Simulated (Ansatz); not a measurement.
## ZrC: single point with HSE06

The system is ZrC.

```
CELL_PARAMETERS angstrom
0.00000 2.36500 2.36500
2.36500 0.00000 2.36500
2.36500 2.36500 0.00000
ATOMIC_POSITIONS crystal
Zr 0.50000 0.50000 0.50000
C 0.00000 0.00000 0.00000
```

| Property | Result |
| --- | --- |
| Program | Ansatz 0.2.0 |
| Task | single point |
| Functional | HSE06 |
| Potentials or basis | all-electron PAW datasets made for the crystal |
| Cutoff | 310 eV (chosen from the basis error) |
| k mesh | 8 × 8 × 8 |
| Occupations | fermi-dirac, width 0.05 eV |
| Spin | no spin polarisation |

| Property | Result |
| --- | --- |
| Pressure | -5.7 GPa |
| Band gap on the k mesh | none (metal or under the smearing width) |

Levels at points of the mesh, in eV from the Fermi level:
| k point | band 5 | band 6 | band 7 | band 8 | band 9 | band 10 |
| --- | --- | --- | --- | --- | --- | --- |
| (0.00, 0.00, 0.00) | -12.78 | 1.08 | 1.08 | 1.08 | 1.75 | 1.75 |
| (0.00, 0.00, -0.50) | -9.45 | -5.95 | -3.27 | -3.27 | 5.47 | 5.47 |
| (0.00, -0.50, -0.50) | -11.45 | -2.60 | -1.50 | -0.01 | -0.01 | 5.14 |

Wall time 2.1 min on 2 threads of Intel(R) Xeon(R) Platinum 8488C (Sapphire Rapids), with other jobs on the host, peak memory 1 GiB.

Caveat: the k mesh is thin for a metal, which can move the energy by tens of meV per atom.
